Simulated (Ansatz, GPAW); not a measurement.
# A Pd chain with a Sn atom on top of one atom: relaxation, then transmission at several levels, part 3 of 4

Wanted: T(E) of a Pd chain with a Sn atom on top of one atom at a relaxed geometry in two programs, beside the unrelaxed structure.

GPAW 26.7.0 and Ansatz 0.2.0; Ansatz plane waves; relaxation of the junction with the lead ends held (the session's first sound run).

So far, transmission at the Fermi level (one spin): step 3 (plane waves, PBE) 1.95.

## (4) GPAW, dzp

Localised orbitals split the wire into layers that couple to their neighbours alone, which is what the Green's function method needs; double zeta with polarisation is the usual level for numbers.

This step: GPAW LCAO, PAW setups; Landauer transmission from Green's functions with principal layers (ASE), zero bias (GPAW 26.7.0).

run.py reads:

```python
import json
import numpy as np
from ase import Atoms
from ase.transport.calculators import TransportCalculator
from gpaw import GPAW, FermiDirac
from gpaw.lcao.tools import get_lcao_hamiltonian
from scipy.linalg import eigh

# The junction with lead layers at both ends, along the third cell vector
device = Atoms(
    ['Pd', 'Pd', 'Pd', 'Pd', 'Pd', 'Pd', 'Pd', 'Pd', 'Pd', 'Sn', 'Pd', 'Pd', 'Pd', 'Pd', 'Pd', 'Pd', 'Pd', 'Pd'],
    positions=[
        [4.50000, 4.50000, 1.25000],
        [4.50000, 4.50000, 3.75000],
        [4.50000, 4.50000, 6.25000],
        [4.50000, 4.50000, 8.75000],
        [4.50000, 4.50000, 11.25000],
        [4.50000, 4.50000, 13.75000],
        [4.42094, 4.47976, 16.32406],
        [4.46803, 4.56594, 18.95211],
        [3.22819, 5.16377, 21.24828],
        [5.40583, 3.84183, 21.24608],
        [4.44703, 4.52332, 23.54471],
        [4.45217, 4.55049, 26.17518],
        [4.50000, 4.50000, 28.75000],
        [4.50000, 4.50000, 31.25000],
        [4.50000, 4.50000, 33.75000],
        [4.50000, 4.50000, 36.25000],
        [4.50000, 4.50000, 38.75000],
        [4.50000, 4.50000, 41.25000]],
    cell=[[9.0, 0.0, 0.0], [0.0, 9.0, 0.0], [0.0, 0.0, 42.5]],
    pbc=True)

# One principal layer of the lead: the first 5 atoms of the device
lead = Atoms(
    ['Pd', 'Pd', 'Pd', 'Pd', 'Pd'],
    positions=[
        [4.50000, 4.50000, 1.25000],
        [4.50000, 4.50000, 3.75000],
        [4.50000, 4.50000, 6.25000],
        [4.50000, 4.50000, 8.75000],
        [4.50000, 4.50000, 11.25000]],
    cell=[[9.0, 0.0, 0.0], [0.0, 9.0, 0.0], [0.0, 0.0, 12.5]],
    pbc=True)

settings = dict(mode='lcao', basis='dzp', xc='PBE', h=0.2,
                occupations=FermiDirac(0.1), maxiter=250,
                mixer=dict(beta=0.1, nmaxold=8, weight=100.0),
                convergence=dict(density=0.0001))
energies = np.arange(-2, 2 + 1e-9, 0.025)
eta = 0.0001
n1, n2 = 1, 1
# k and -k transmit alike, so half of the mesh across the current serves
mesh = [(i, j) for i in range(n1) for j in range(n2) if (i, j) <= (-i % n1, -j % n2)]
weights = np.array([1 if (i, j) == (-i % n1, -j % n2) else 2 for i, j in mesh]) / (n1 * n2)

# [... helper functions left out ...]
fermi_lead = ground_state(lead, (1, 1, 9), 'lead.txt')
fermi_device = ground_state(device, (1, 1, 2), 'device.txt')
# [... loop over the mesh left out, but for ...]
        # Shift the lead onto the potential of the device's first layer
        shift = ((H[:, 0, 0] - H0[:, 0, 0]) / S0[0, 0]).real.mean()
# [...]
kT = 8.617333e-5 * 300
bias = [0.1, 0.2, 0.5, 1.0, 1.5, 2.0]
# [... integrals and printing left out ...]
```

On the command line:

```sh
> OMP_NUM_THREADS=1 OPENBLAS_NUM_THREADS=1 python run.py
```

Numbers of over 12 decimals in the logs are rounded to 6 here.

Output:

```text
basis functions: device 482, principal layer 135
Fermi level: lead -4.0202 eV, device -3.8405 eV; lead shifted by 0.0000 eV
largest coupling past the next layer 1.07e-04 eV, largest misfit of the first layer 0.030 eV
  E-E_F (eV)   T (one spin)  [channel counts left out]
    -2.000    1.2358e+00
    -1.975    1.2820e+00
    -1.950    1.2650e+00
    -1.925    1.2120e+00
    -1.900    1.1466e+00
    -1.875    1.0951e+00
    -1.850    1.0545e+00
    -1.825    1.0269e+00
    -1.800    1.0102e+00
    -1.775    1.0019e+00
    -1.750    9.9968e-01
    -1.725    1.0016e+00
    -1.700    1.0062e+00
    -1.675    1.0122e+00
    -1.650    1.0186e+00
    -1.625    1.0247e+00
[...]
1.825    5.8677e-01
     1.850    5.7912e-01
     1.875    5.7133e-01
     1.900    5.6339e-01
     1.925    5.5530e-01
     1.950    5.4704e-01
     1.975    5.3862e-01
     2.000    5.3003e-01
conductance at 300 K: 1.8938 G0 a cell; thermopower 12.85 uV/K
current from the zero-bias T(E) at 0.1 V: 14.489 uA
current from the zero-bias T(E) at 0.2 V: 27.753 uA
current from the zero-bias T(E) at 0.5 V: 58.903 uA
current from the zero-bias T(E) at 1.0 V: 104.42 uA
current from the zero-bias T(E) at 1.5 V: 155.56 uA
current from the zero-bias T(E) at 2.0 V: 209.59 uA
```

Wall time 11 min (1 thread of Intel Xeon Platinum 8375C at 2.90GHz (Ice Lake), shared host); peak memory 1.8 GiB.

This step gave:

| Property | Result |
| --- | --- |
| conductance | 1.894 G₀ |
| largest coupling past the next principal layer | 1.07e-4 eV |
| largest misfit of the first principal layer | 0.03034 eV |
| shift that aligns the lead | 4.97e-5 eV |
| basis functions of the junction | 482 |
| basis functions of a principal layer | 135 |
| transmission at the Fermi level (one spin) | 1.947 |

One spin. The transmission, zone mean by energy, zero at the Fermi level:

energy (eV), transmission, zone mean and a bar from the least value:
```
   -2.000       1.24 #############
   -1.900       1.15 ############
   -1.800       1.01 #########
   -1.700       1.01 #########
   -1.600       1.03 #########
   -1.500       1.01 #########
   -1.400       0.87 #######
   -1.300       0.77 ####
   -1.200       0.91 #######
   -1.100       0.94 ########
   -1.000       2.12 ##############################
   -0.900       2.01 ############################
   -0.800       1.93 ##########################
   -0.700       1.91 ##########################
   -0.600       1.86 #########################
   -0.500       1.97 ###########################
   -0.425       2.04 ############################
   -0.400       1.74 #######################
   -0.300       1.64 #####################
   -0.200       1.92 ##########################
   -0.100       2.04 ############################
    0.000       1.95 ###########################
    0.100       1.40 ################
    0.200       0.67 ###
    0.300       0.78 #####
    0.400       0.82 #####
    0.500       0.83 ######
    0.575       0.83 ######
    0.600       0.83 ######
    0.700       0.83 ######
    0.800       0.82 #####
    0.900       0.81 #####
    1.000       0.79 #####
    1.100       0.77 ####
    1.200       0.62 ##
    1.300       0.73 ####
    1.400       0.70 ###
    1.500       0.68 ###
    1.600       0.65 ##
    1.700       0.62 ##
    1.800       0.59 #
    1.900       0.56 #
    2.000       0.53
```

Not self-consistent under bias; the bias window is split evenly. Table of current through one cell, from the zero-bias transmission by bias:

| bias (V) | current through one cell, from the zero-bias transmission (μA) |
| --- | --- |
| 0.100 | 14.5 |
| 0.200 | 27.8 |
| 0.500 | 58.9 |
| 1.000 | 104 |
| 1.500 | 156 |
| 2.000 | 210 |

Transmission of the three most open eigenchannels against energy, zero at the Fermi level:

```
energy (eV)  channel 1  channel 2  channel 3
     -2.000      0.978      0.238     0.0195
     -1.900      0.756      0.373     0.0179
     -1.800      0.586      0.406     0.0182
     -1.700      0.656      0.331     0.0187
     -1.600      0.721      0.290     0.0185
     -1.500      0.756      0.242     0.0164
     -1.400      0.761      0.102     0.0113
     -1.300      0.725     0.0378    0.00312
     -1.200      0.604      0.308    0.00257
     -1.100      0.920     0.0195    0.00335
     -1.000      0.987      0.956      0.177
     -0.900      0.974      0.957     0.0734
     -0.800      0.955      0.909     0.0486
     -0.700      0.973      0.848     0.0424
     -0.600      0.972      0.805     0.0420
     -0.500      0.986      0.941     0.0198
     -0.400      0.960      0.605      0.113
     -0.300      0.642      0.568      0.434
     -0.200      0.841      0.759      0.317
     -0.100      0.927      0.908      0.204
      0.000      0.931      0.902      0.114
      0.100      0.789      0.589     0.0217
      0.200      0.670     4.1e-6    1.8e-10
      0.300      0.780     4.2e-6          0
      0.400      0.817     4.2e-6          0
      0.500      0.831     4.3e-6          0
      0.600      0.834     4.4e-6          0
      0.700      0.830     4.4e-6          0
      0.800      0.820     4.5e-6          0
      0.900      0.805     4.5e-6          0
      1.000      0.787     4.6e-6          0
      1.100      0.766     4.7e-6          0
      1.200      0.622     4.7e-6          0
      1.300      0.726     4.8e-6          0
      1.400      0.701     4.9e-6          0
      1.500      0.676     4.9e-6          0
      1.600      0.650     5.0e-6          0
      1.700      0.623     5.1e-6          0
      1.800      0.594     5.2e-6          0
      1.900      0.563     5.2e-6          0
      2.000      0.530     5.3e-6          0
```

At the Fermi level T is 1.95 against 1.95 in plane waves. Couplings past the next layer reach 1.1e-4 eV, small enough to drop; the matrix elements of the cell's first layer differ from the bulk lead's by up to 0.030 eV. That layer keeps its own values in the calculation, and only beyond it is the lead taken as perfect. The Fermi levels of lead and junction count from different zeros of potential, one for each periodic cell; with both set to zero, the small remaining shift is what aligns them. By hand: G = 1.894 × 77.48 μS = 147 μS, a resistance of 6.81 kΩ; at 0.1 V a linear junction would pass 14.7 μA, and the integral over the bias window gives 14.5 μA.

## (5) GPAW, szp: basis = "szp(dzp)"

One radial function a shell plus polarisation makes the matrices smaller; the question is what that costs.

Edit run.py of step 4 so:

```diff
@@ -45,3 +45,3 @@
 
-settings = dict(mode='lcao', basis='dzp', xc='PBE', h=0.2,
+settings = dict(mode='lcao', basis='szp(dzp)', xc='PBE', h=0.2,
                 occupations=FermiDirac(0.1), maxiter=250,
```

Output:

```text
basis functions: device 269, principal layer 75
Fermi level: lead -4.1832 eV, device -3.9991 eV; lead shifted by -0.0013 eV
largest coupling past the next layer 1.09e-04 eV, largest misfit of the first layer 0.019 eV
  E-E_F (eV)   T (one spin)  [channel counts left out]
    -2.000    1.1289e+00
    -1.975    1.0546e+00
    -1.950    1.0029e+00
[...]
1.975    4.9802e-01
     2.000    4.9130e-01
conductance at 300 K: 1.4519 G0 a cell; thermopower 45.18 uV/K
current from the zero-bias T(E) at 0.1 V: 10.733 uA
current from the zero-bias T(E) at 0.2 V: 19.735 uA
current from the zero-bias T(E) at 0.5 V: 39.877 uA
current from the zero-bias T(E) at 1.0 V: 65.132 uA
current from the zero-bias T(E) at 1.5 V: 111.67 uA
current from the zero-bias T(E) at 2.0 V: 164.07 uA
```

It took 6.7 min on 1 thread; peak memory 1.7 GiB.

Numbers from this step:

* conductance: 1.452 G₀
* largest coupling past the next principal layer: 1.09e-4 eV
* largest misfit of the first principal layer: 0.01950 eV
* shift that aligns the lead: -0.001329 eV
* basis functions of the junction: 269
* basis functions of a principal layer: 75
* transmission at the Fermi level (one spin): 1.772

One spin. Transmission, zone mean against energy, zero at the Fermi level:

```
energy (eV)  transmission, zone mean
     -2.000                     1.13
     -1.800                    0.988
     -1.600                     1.07
     -1.400                    0.986
     -1.350                     1.11
     -1.200                     1.42
     -1.100                     2.08
     -1.000                     2.01
     -0.800                     2.00
     -0.600                    0.574
     -0.550                     1.95
     -0.400                    0.506
     -0.200                     1.08
     -0.050                     1.85
      0.000                     1.77
      0.200                    0.571
      0.400                    0.691
      0.600                    0.732
      0.700                    0.736
      0.800                    0.732
      1.000                    0.709
      1.200                    0.683
      1.400                    0.635
      1.600                    0.590
      1.800                    0.543
      2.000                    0.491
```

The conductance, 1.45 G₀, lies 23 % below that of the dzp run.

## (6) GPAW, sz: basis = "sz(dzp)"

The minimal basis is the cheapest rung: no second zeta and no polarisation.

Edit run.py of step 5 so:

```diff
@@ -45,3 +45,3 @@
 
-settings = dict(mode='lcao', basis='szp(dzp)', xc='PBE', h=0.2,
+settings = dict(mode='lcao', basis='sz(dzp)', xc='PBE', h=0.2,
                 occupations=FermiDirac(0.1), maxiter=250,
```

Output:

```text
basis functions: device 213, principal layer 60
Fermi level: lead -4.1979 eV, device -4.0169 eV; lead shifted by 0.0004 eV
largest coupling past the next layer 1.09e-04 eV, largest misfit of the first layer 0.020 eV
  E-E_F (eV)   T (one spin)  channels
    -2.000    1.0289e+00    3.0000
    -1.975    9.7254e-01    3.0000
    -1.950    9.4019e-01    3.0000
[...]
1.975    4.7349e-01    1.0000
     2.000    4.6784e-01    1.0000
conductance at 300 K: 1.5647 G0 a cell; thermopower 33.71 uV/K
current from the zero-bias T(E) at 0.1 V: 11.629 uA
current from the zero-bias T(E) at 0.2 V: 21.288 uA
current from the zero-bias T(E) at 0.5 V: 43.444 uA
current from the zero-bias T(E) at 1.0 V: 71.157 uA
current from the zero-bias T(E) at 1.5 V: 116.34 uA
current from the zero-bias T(E) at 2.0 V: 167.59 uA
```

The job ended after 4.9 min (1 thread; peak memory 1.6 GiB).

Numbers from this step:

```yaml
conductance: 1.565 G₀
largest_misfit_of_the_first_principal_layer: 0.02007 eV
shift_that_aligns_the_lead: 4.09e-4 eV
basis_functions_of_the_junction: 213
basis_functions_of_a_principal_layer: 60
transmission_at_the_fermi_level_one_spin: 1.790
```

One spin. Transmission, zone mean against energy, zero at the Fermi level:

```csv
energy (eV),"transmission, zone mean"
-2.000,1.03
-1.900,0.923
-1.800,0.968
-1.700,1.03
-1.625,1.05
-1.600,1.04
-1.500,0.927
-1.400,0.872
-1.350,0.978
-1.300,0.824
-1.200,1.23
-1.100,2.04
-1.075,2.05
-1.000,2.00
-0.900,1.92
-0.800,1.94
-0.700,1.91
-0.600,2.01
-0.525,1.95
-0.500,1.69
-0.400,0.543
-0.300,0.505
-0.200,1.27
-0.100,1.76
-0.050,1.85
0.000,1.79
0.100,0.310
0.200,0.574
0.300,0.651
0.400,0.692
0.500,0.714
0.600,0.724
0.700,0.724
0.800,0.716
0.900,0.704
1.000,0.687
1.100,0.668
1.200,0.659
1.300,0.628
1.400,0.605
1.500,0.582
1.600,0.559
1.700,0.536
1.800,0.513
1.900,0.490
2.000,0.468
```

The conductance, 1.56 G₀, lies 17 % below that of the dzp run.

## (7) revPBE in the dzp basis: xc = "revPBE"

Back in the dzp basis, the functional changes from PBE to revPBE, to set the spread between functionals beside that between bases.

Edit run.py of step 6 so:

```diff
@@ -45,3 +45,3 @@
 
-settings = dict(mode='lcao', basis='sz(dzp)', xc='PBE', h=0.2,
+settings = dict(mode='lcao', basis='dzp', xc='revPBE', h=0.2,
                 occupations=FermiDirac(0.1), maxiter=250,
```

Output:

```text
basis functions: device 482, principal layer 135
Fermi level: lead -3.8734 eV, device -3.6968 eV; lead shifted by -0.0005 eV
largest coupling past the next layer 1.03e-04 eV, largest misfit of the first layer 0.027 eV
  E-E_F (eV)   T (one spin)  [channel counts left out]
    -2.000    1.2540e+00
    -1.975    1.2806e+00
    -1.950    1.2484e+00
[...]
1.975    5.3414e-01
     2.000    5.2599e-01
conductance at 300 K: 1.8802 G0 a cell; thermopower 12.83 uV/K
current from the zero-bias T(E) at 0.1 V: 14.372 uA
current from the zero-bias T(E) at 0.2 V: 27.492 uA
current from the zero-bias T(E) at 0.5 V: 57.984 uA
current from the zero-bias T(E) at 1.0 V: 103.5 uA
current from the zero-bias T(E) at 1.5 V: 154.8 uA
current from the zero-bias T(E) at 2.0 V: 208.6 uA
```

Elapsed: 11 min, on 1 thread; peak memory 1.8 GiB.

Numbers from this step:

| Item | Value |
| --- | --- |
| conductance | 1.880 G₀ |
| largest coupling past the next principal layer | 1.03e-4 eV |
| largest misfit of the first principal layer | 0.02749 eV |
| shift that aligns the lead | -4.51e-4 eV |
| basis functions of the junction | 482 |
| basis functions of a principal layer | 135 |
| transmission at the Fermi level (one spin) | 1.939 |

One spin. Transmission, zone mean against energy, zero at the Fermi level:

energy (eV), transmission, zone mean and a bar from the least value:
```
   -2.000       1.25 #############
   -1.900       1.13 ###########
   -1.800       1.00 #########
   -1.700       1.01 #########
   -1.600       1.03 #########
   -1.500       1.01 #########
   -1.400       0.85 ######
   -1.300       0.79 #####
   -1.225       0.93 #######
   -1.200       0.90 #######
   -1.100       1.19 ############
   -1.025       2.12 #############################
   -1.000       2.11 ############################
   -0.900       1.99 ##########################
   -0.800       1.92 #########################
   -0.700       1.92 #########################
   -0.600       1.82 #######################
   -0.525       1.95 ##########################
   -0.500       1.26 #############
   -0.450       2.20 ##############################
   -0.400       1.49 #################
   -0.300       1.48 #################
   -0.200       1.83 #######################
   -0.100       2.01 ###########################
   -0.075       2.01 ###########################
    0.000       1.94 #########################
    0.100       1.28 ##############
    0.200       0.68 ###
    0.300       0.78 ####
    0.400       0.81 #####
    0.500       0.82 #####
    0.600       0.83 #####
    0.700       0.82 #####
    0.800       0.81 #####
    0.900       0.79 #####
    1.000       0.78 ####
    1.100       0.76 ####
    1.200       0.63 ##
    1.300       0.72 ###
    1.400       0.69 ###
    1.500       0.67 ###
    1.600       0.64 ##
    1.700       0.62 ##
    1.800       0.59 #
    1.900       0.56 #
    2.000       0.53
```

The conductance, 1.88 G₀, lies 0.7 % below that of the dzp run.

## (8) The structure as built: geometry = "as built"

The dzp basis with PBE on the structure as first built shows what the relaxation was worth.

Edit run.py of step 7 so:

```diff
@@ -18,8 +18,8 @@
         [4.50000, 4.50000, 13.75000],
-        [4.42094, 4.47976, 16.32406],
-        [4.46803, 4.56594, 18.95211],
-        [3.22819, 5.16377, 21.24828],
-        [5.40583, 3.84183, 21.24608],
-        [4.44703, 4.52332, 23.54471],
-        [4.45217, 4.55049, 26.17518],
+        [4.50000, 4.50000, 16.25000],
+        [4.50000, 4.50000, 18.75000],
+        [4.50000, 4.50000, 21.25000],
+        [7.00340, 4.50000, 21.25000],
+        [4.50000, 4.50000, 23.75000],
+        [4.50000, 4.50000, 26.25000],
         [4.50000, 4.50000, 28.75000],
@@ -45,3 +45,3 @@
 
-settings = dict(mode='lcao', basis='dzp', xc='revPBE', h=0.2,
+settings = dict(mode='lcao', basis='dzp', xc='PBE', h=0.2,
                 occupations=FermiDirac(0.1), maxiter=250,
```

Output:

```text
basis functions: device 482, principal layer 135
Fermi level: lead -4.0202 eV, device -3.8155 eV; lead shifted by -0.0001 eV
largest coupling past the next layer 1.07e-04 eV, largest misfit of the first layer 0.015 eV
  E-E_F (eV)   T (one spin)  channels
    -2.000    2.2739e+00    3.0000
    -1.975    2.3100e+00    3.0000
    -1.950    2.3309e+00    3.0000
[...]
1.975    3.9892e-01    1.0000
     2.000    4.9146e-01    1.0000
conductance at 300 K: 3.2726 G0 a cell; thermopower 11.72 uV/K
current from the zero-bias T(E) at 0.1 V: 25.064 uA
current from the zero-bias T(E) at 0.2 V: 48.14 uA
current from the zero-bias T(E) at 0.5 V: 100.74 uA
current from the zero-bias T(E) at 1.0 V: 179.17 uA
current from the zero-bias T(E) at 1.5 V: 255.2 uA
current from the zero-bias T(E) at 2.0 V: 316.76 uA
```

It took 8 min on 1 thread; peak memory 1.8 GiB.

This step gave:

| Item | Value |
| --- | --- |
| conductance | 3.273 G₀ |
| largest coupling past the next principal layer | 1.07e-4 eV |
| largest misfit of the first principal layer | 0.01512 eV |
| shift that aligns the lead | -1.48e-4 eV |
| transmission at the Fermi level (one spin) | 3.357 |

The conductance, 3.27 G₀, lies 73 % above that of the dzp run.

## (9) Cost and result by level

Times are wall times on the hardware named with each run. The runs compared:

```csv
no.,run,conductance (G₀),time,memory (GiB)
1,pw PBE,1.914,3.1 min,5.7
2,dzp,1.894,11 min,1.8
3,szp,1.452,6.7 min,1.7
4,sz,1.565,4.9 min,1.6
5,dzp revPBE,1.880,11 min,1.8
6,asbuilt,3.273,8 min,1.8
```

[end of part 3 of 4]

[Logs are printed without paths, hosts, clocks, repeated set-up lines and the standing remarks that a program may print on its own settings, such as how far it seeks lower states.]

[Hosts, paths, dates, database ids (printed as entryN), source tags and the programs' standing remarks are cut or masked in the printed files.]
